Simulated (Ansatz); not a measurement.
# TaS2 (P-3m1) in Ansatz: a series of runs

One crystal, TaS2, is run at these levels: PBE; tasks: single point.

Everything below comes from runs of Ansatz 0.2.0. Logs are shortened: lines on timing, memory, paths and dates and some standing lists are left out, and cuts for length are marked.

### 1 The crystal as given

Symmetry: P-3m1, No. 164, trigonal system. The conventional cell has a = 3.350 Å, b = 3.350 Å, c = 5.860 Å, α = 90.00°, β = 90.00°, γ = 120.00°. Around Ta (site symmetry -3m) lie 6 S at 2.43 Å. Around S (site symmetry 3m) lie 3 Ta at 2.43 Å.

### 2 Single point, PBE

input.yaml reads:

```yaml
crystal:
  lattice:
    - [3.35, 0.0, 0.0]
    - [-1.675, 2.9011851027, 0.0]
    - [0.0, 0.0, 5.86]
  atoms:
    - { symbol: Ta, position: [0.0, 0.0, 0.0] }
    - { symbol: S, position: [0.6666666667, 0.3333333333, 0.75] }
    - { symbol: S, position: [0.3333333333, 0.6666666667, 0.25] }
hamiltonian:
  xc: pbe
  pseudopotentials: { kind: paw }
kpoints:
  mp_grid: { grid: [9, 9, 5] }
scf:
  occupations: { method: gaussian, width: 0.018 }
output:
  forces: true
  stress: true
  eigenvalues: true
```

Potentials or basis: Ansatz PAW.

Command:

```bash
ansatz run input.yaml --threads 2 --pin off --max-ram 5632MiB --backend cpu --events-out ev --progress --plain --runs-dir out
```

The log of the run:

```text
Warning: RAYON_NUM_THREADS=2 ignored (pool sized by the plan → 2); use --threads N
Engine: ansatz 0.2.0, x86_64-unknown-linux-gnu
Pseudopotentials: kind: paw
Pseudopotential: Ta, paw, valence charge 13, recommended cutoff 420 eV (normal), Ta.paw.azcp
Pseudopotential: S, paw, valence charge 6, recommended cutoff 420 eV (normal), S.paw.azcp
Functional definition: PBE
  parameter kappa = 0.804
  parameter beta = 0.06672455060314922
  exchange = pbe_x(kappa = kappa, mu = beta*pi^2/3)
  correlation = pbe_c(beta = beta)
Crystal: 3 atoms, lattice volume = 56.953 Å³
Basis set: ecut = 420 eV, 1135 PW (Γ), exchange–correlation on 48×48×80 points (8 copies of the dense FFT grid, shifted against one another)
Bands: 17, of which v1, the nominal top of the filled ones, is band 13 counted from 1 (12 counted from 0)
Symmetry: 12 space group operations
Space group: P-3m1 (ITA 164), of the structure as read, at distance tolerance 3.8e-5 Å
k-points: 50 of 405
Non-local potential: Ta, projectors of the file, l = 0: 3, l = 1: 2, l = 2: 2, l = 3: 1
Non-local potential: S, projectors of the file, l = 0: 2, l = 1: 2, l = 2: 2
PAW form: soft (Blöchl's): semilocal exchange-correlation on the pseudo side does not see the compensation charge
PAW one-centre angular grid: Ta, 590 points (default); XC on 64 Gauss nodes
PAW one-centre angular grid: S, 110 points (default); XC on 64 Gauss nodes
Initial density: superposition of atomic densities (neutral atoms: chi_scale 0, normalization atom), corrected by the library's trained network
Initial wavefunctions: pseudopotential atomic-orbital guess
Functional: x = pbe(κ = 0.804, μ = 0.2195149727645171), c = pbe(β = 0.06672455060314922)
SCF iter   1: F=—  HF=-11739.353881 eV  |F-HF|=—  |Δ(HF+E_count)|=         —  Δρ=2.13e-3  dr2=2.70e-3  ethr=1.77e-3  ⟨swp⟩=6.1  Hψ=5020  notcnv=0
preconditioner: auto → LDOS  [metal: Δε(μ)=0.009 eV  Ē_g=9.003 eV  σ=0.018 eV  W_gap=0.27  n_scr=10 (ndim 8)  ℏωp=20.3 eV  f_vac=0.012  D(μ)=2.70/eV (n_scr^D=22)  β→1.0]
SCF iter   2: F=—  HF=-11739.353209 eV  |F-HF|=—  |Δ(HF+E_count)|=   6.72e-4  Δρ=1.25e-3  dr2=1.85e-3  ethr=1.08e-5  ⟨swp⟩=2.3  Hψ=1834  notcnv=0  defer=19
SCF iter   3: F=—  HF=-11739.352716 eV  |F-HF|=—  |Δ(HF+E_count)|=   4.93e-4  Δρ=2.28e-4  dr2=1.36e-5  ethr=7.41e-6  ⟨swp⟩=2.0  Hψ=1247  notcnv=0  defer=19
SCF iter   4: F=—  HF=-11739.352779 eV  |F-HF|=—  |Δ(HF+E_count)|=   6.30e-5  Δρ=4.48e-5  dr2=1.93e-6  ethr=5.42e-8  ⟨swp⟩=2.0  Hψ=1252  notcnv=0  defer=19
SCF iter   5: F=—  HF=-11739.352779 eV  |F-HF|=—  |Δ(HF+E_count)|=   2.55e-7  Δρ=1.64e-5  dr2=2.60e-7  ethr=7.72e-9  ⟨swp⟩=2.6  Hψ=1285  notcnv=0  defer=19
SCF iter   6: F=-11739.352779 eV  HF=-11739.352779 eV  |F-HF|=1.30e-8  |Δ(HF+E_count)|=   3.13e-8  Δρ=4.50e-6  dr2=1.81e-8  ethr=4.00e-10  ⟨swp⟩=6.7  Hψ=3457  notcnv=0
SCF 1 converged in 6 iterations: F = -11739.352779 eV  dr2 = 1.81e-8
SCF converged after 6 iterations
Free energy (F): -11739.352779 eV
Harris-Foulkes:  -11739.352779 eV  (|F-HF|=1.30e-8)
Internal energy: -11739.352315 eV  (E = F + TS)
E sigma→0 (E₀):  -11739.352547 eV
Entropy (-TS):   -0.000464 eV (-0.155 meV/atom)
Fermi energy:    10.691571 eV
--- Per-component energies (eV) ---
  E_band       = -185.766476
  E_kinetic    = 583.935056
  E_local      = -1416.575935  (includes V_loc(G=0)·N_el)
  E_nonlocal   = 71.664633
  E_hartree    = 540.004457
  E_xc         = -414.577146
  E_vxc        = -381.428818  (∫ρ·V_xc dr)
  E_paw        = -9597.593612  (= ΣΔE_a)
  E_vpaw       = -123.374051  (= ΣTr[D̂ρ^β])
  E_aug_tail   = 0.000137  (compensation charges beyond the density's cutoff)
  E_ewald      = -1506.209906
  E_smearing   = -0.000464  (= −TS)
  E_closure    = 0.000000  (closes the sum)
  Σ components = -11739.352779   (vs F -11739.352779, Δ=0.00e0)
--- Forces (eV/Å), atoms counted from 1 ---
  atom   1  Ta     0.00000000     0.00000000     0.00000000
  atom   2  S     -0.00000000     0.00000000    -1.25078186
  atom   3  S      0.00000000     0.00000000     1.25078186
  max |Σ_I F_I| component: 2.22e-16 eV/Å
--- Stress (GPa, compression-positive) ---
        7.464686      -0.000000       0.000000
       -0.000000       7.464686       0.000000
        0.000000       0.000000      12.503860
  P = ⅓ Tr σ = 9.1444 GPa (91.444 kbar)
--- Band table (eV; the first three rows and the last of 50) ---
  k-point 0: bands = ["-58.0320", "-24.5384", "-24.5079", "-24.5079", "-4.4694", "-2.3881", "3.7097", "6.4156", "6.4156", "9.3482", "9.8899", "9.8899", "10.7169", "10.7169", "10.9741", "14.7807", "14.7807"]
  k-point 1: bands = ["-58.0320", "-24.5385", "-24.5079", "-24.5079", "-4.3917", "-2.5487", "4.0510", "6.4253", "6.4253", "8.5195", "9.8415", "9.8415", "10.7071", "10.7071", "11.4703", "14.9185", "14.9185"]
  k-point 2: bands = ["-58.0320", "-24.5386", "-24.5078", "-24.5078", "-4.2371", "-2.8276", "4.7791", "6.4413", "6.4413", "7.3612", "9.7659", "9.7659", "10.6907", "10.6907", "11.8877", "15.1550", "15.1550"]
  k-point 49: bands = ["-58.0171", "-24.7184", "-24.7184", "-24.4706", "-2.2941", "-2.2941", "5.1051", "5.1051", "5.1713", "6.9647", "7.1165", "7.1165", "11.9350", "12.2138", "12.2138", "15.6957", "15.6957"]
```

Wall time 2.9 s (2 threads of Intel Xeon at 2.50GHz (Skylake/Cascade Lake), shared host); peak memory 0.37 GiB.

What came out:

- Free energy: -11739.3528 eV
- Pressure: 9.1 GPa
- Largest force: 1.251 eV/Å
- Band gap on the k mesh: none (metal or under the smearing width)

Forces on the atoms (eV/Å):
```
Ta   0.000  0.000  0.000
S    0.000  0.000 -1.251
S    0.000  0.000  1.251
```

Stress tensor (GPa, compression positive):
```
 7.46  0.00  0.00
 0.00  7.46  0.00
 0.00  0.00 12.50
```

Caveat: this functional lacks dispersion, which binds the layers, so the pressure and a relaxed spacing across them are unreliable; forces of over 1 eV/Å show positions far from the minimum, so gaps and moduli don't describe the material at rest. The run has no spin-orbit coupling, so splittings on Ta are missing.

### 3 Single point, PBE

input.yaml: that of step 2 with these lines changed.

```diff
@@ -15,3 +15,3 @@
 scf:
-  occupations: { method: gaussian, width: 0.018 }
+  occupations: { method: gaussian, width: 0.019 }
 output:
@@ -20 +20,5 @@
   eigenvalues: true
+  write_density: true
+  write_potential: true
+  elf: true
+  volumetric_format: npy
```

Potentials or basis: Ansatz PAW.

Command:

```bash
ansatz run input.yaml --threads 2 --pin off --max-ram 5632MiB --backend cpu --events-out ev --progress --plain --runs-dir out
```

Run time: 3.6 s. Hardware: 2 threads of Intel Xeon at 2.50GHz (Skylake/Cascade Lake), shared host; peak memory 0.38 GiB.

Results (log left out):

* Free energy: -11739.3528 eV
* Pressure: 9.1 GPa
* Largest force: 1.250 eV/Å
* Band gap on the k mesh: none (metal or under the smearing width)

Forces in eV/Å, atoms in the order of the input:
```
Ta   0.000  0.000  0.000
S    0.000  0.000 -1.250
S    0.000  0.000  1.250
```

Stress tensor (GPa, compression positive):
```
 7.47  0.00  0.00
 0.00  7.47  0.00
 0.00  0.00 12.50
```

Levels at points of the mesh, in eV from the Fermi level:
```
           k point  band 11  band 12  band 13  band 14  band 15  band 16
(0.00, 0.00, 0.00)    -0.80    -0.80     0.03     0.03     0.28     4.09
```

Caveat: this functional lacks dispersion, which binds the layers, so the pressure and a relaxed spacing across them are unreliable; forces of over 1 eV/Å show positions far from the minimum, so gaps and moduli don't describe the material at rest. The run has no spin-orbit coupling, so splittings on Ta are missing.

### 4 Single point, PBE

input.yaml: that of step 3 with these lines changed.

```diff
@@ -15,3 +15,3 @@
 scf:
-  occupations: { method: gaussian, width: 0.019 }
+  occupations: { method: gaussian, width: 0.02 }
 output:
@@ -20,5 +20 @@
   eigenvalues: true
-  write_density: true
-  write_potential: true
-  elf: true
-  volumetric_format: npy
```

Command:

```bash
ansatz run input.yaml --threads 2 --pin off --max-ram 5632MiB --backend cpu --events-out ev --progress --plain --runs-dir out
```

It took 2.9 s on 2 threads of Intel Xeon at 2.50GHz (Skylake/Cascade Lake), shared host; peak memory 0.37 GiB.

The run converged. Its results:

```
Free energy            : -11739.3528 eV
Pressure               : 9.1 GPa
Largest force          : 1.250 eV/Å
Band gap on the k mesh : none (metal or under the smearing width)
```

Forces in eV/Å, atoms in the order of the input:
```
Ta   0.000  0.000  0.000
S    0.000  0.000 -1.250
S    0.000  0.000  1.250
```

Stress tensor (GPa, compression positive):
```
 7.47  0.00  0.00
 0.00  7.47  0.00
 0.00  0.00 12.50
```

Levels at points of the mesh, in eV from the Fermi level:
| k point | band 9 | band 10 | band 11 | band 12 | band 13 | band 14 | band 15 | band 16 | band 17 |
| --- | --- | --- | --- | --- | --- | --- | --- | --- | --- |
| (0.00, 0.00, 0.00) | -4.28 | -1.34 | -0.80 | -0.80 | 0.03 | 0.03 | 0.28 | 4.09 | 4.09 |

Caveat: this functional lacks dispersion, which binds the layers, so the pressure and a relaxed spacing across them are unreliable; forces of over 1 eV/Å show positions far from the minimum, so gaps and moduli don't describe the material at rest.

### 5 Single point, PBE

input.yaml: that of step 4 with these lines changed.

```diff
@@ -15,3 +15,3 @@
 scf:
-  occupations: { method: gaussian, width: 0.02 }
+  occupations: { method: gaussian, width: 0.021 }
 output:
```

Command:

```bash
ansatz run input.yaml --threads 2 --pin off --max-ram 5632MiB --backend cpu --events-out ev --progress --plain --runs-dir out
```

Run time: 2.9 s. Hardware: 2 threads of Intel Xeon at 2.50GHz (Skylake/Cascade Lake), shared host; peak memory 0.37 GiB.

The run converged. Its results:

```yaml
Free_energy: -11739.3529 eV
Pressure: 9.1 GPa
Largest_force: 1.250 eV/Å
Band_gap_on_the_k_mesh: none (metal or under the smearing width)
```

Forces on the atoms (eV/Å):
```
Ta   0.000  0.000  0.000
S    0.000  0.000 -1.250
S    0.000  0.000  1.250
```

Stress tensor (GPa, compression positive):
```
 7.47  0.00  0.00
 0.00  7.47  0.00
 0.00  0.00 12.50
```

Levels at points of the mesh, in eV from the Fermi level:
| k point | band 11 | band 12 | band 13 | band 14 | band 15 | band 16 |
| --- | --- | --- | --- | --- | --- | --- |
| (0.00, 0.00, 0.00) | -0.80 | -0.80 | 0.03 | 0.03 | 0.28 | 4.09 |

Caveat: this functional lacks dispersion, which binds the layers, so the pressure and a relaxed spacing across them are unreliable; forces of over 1 eV/Å show positions far from the minimum, so gaps and moduli don't describe the material at rest. The run has no spin-orbit coupling, so splittings on Ta are missing.

### 6 Summary

| smearing | gap on the mesh (eV) | pressure (GPa) | largest force (eV/Å) |
| --- | --- | --- | --- |
| gaussian 0.018 eV | none | 9.1 | 1.25 |
| gaussian 0.019 eV | none | 9.1 | 1.25 |
| gaussian 0.02 eV | none | 9.1 | 1.25 |
| gaussian 0.021 eV | none | 9.1 | 1.25 |

Alike in all rows: task single point; level PBE; potentials or basis Ansatz PAW; no spin polarisation; cell as given; k mesh 9 × 9 × 5; cutoff (eV) 420.

Every run on the cell as given and a fine mesh finds a metal.

Caveats: this functional lacks dispersion, which binds the layers, so the pressure and a relaxed spacing across them are unreliable; forces of over 1 eV/Å show positions far from the minimum, so gaps and moduli don't describe the material at rest.

Total energies depend on the potentials used, so only differences within one code and one set of settings carry meaning.
